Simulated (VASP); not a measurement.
Runs of VASP 6.6.1 on W3C. The cell holds a slab with vacuum, 4 atoms: a = 2.855 Å, b = 2.855 Å, c = 21.697 Å, α = 90.00°, β = 90.00°, γ = 120.00°. 

| cell | gap on the mesh (eV) | largest force (eV/Å) | work function (eV) |
| --- | --- | --- | --- |
| C at 3/9 of the long diagonal of the hexagonal surface cell, 1.27 Å above the top plane | none | (a) | (b) |
| C at 4/9 of the long diagonal of the hexagonal surface cell, 2.93 Å above the top plane | none | 1.58 | - |
| C at 1/9 of the long diagonal of the hexagonal surface cell, 2.53 Å above the top plane | none | 2.89 | 6.76 |
| C at 2/9 of the long diagonal of the hexagonal surface cell, 2.11 Å above the top plane | none | 3.29 | 7.18 |

Alike in all rows: task single point; level PBE; potentials or basis VASP PAW PBE potentials, release 64 (W_sv, C); no spin polarisation; k mesh 9 × 9 × 1; cutoff (eV) 520; smearing gaussian 0.1 eV.

Problem. Fill in the values left out.

Solution. (a) 3.68; (b) 6.05.

A k mesh can miss the band edges, and the runs leave out spin-orbit coupling on W.

A gap of «none» marks a metal or a gap under the smearing width.
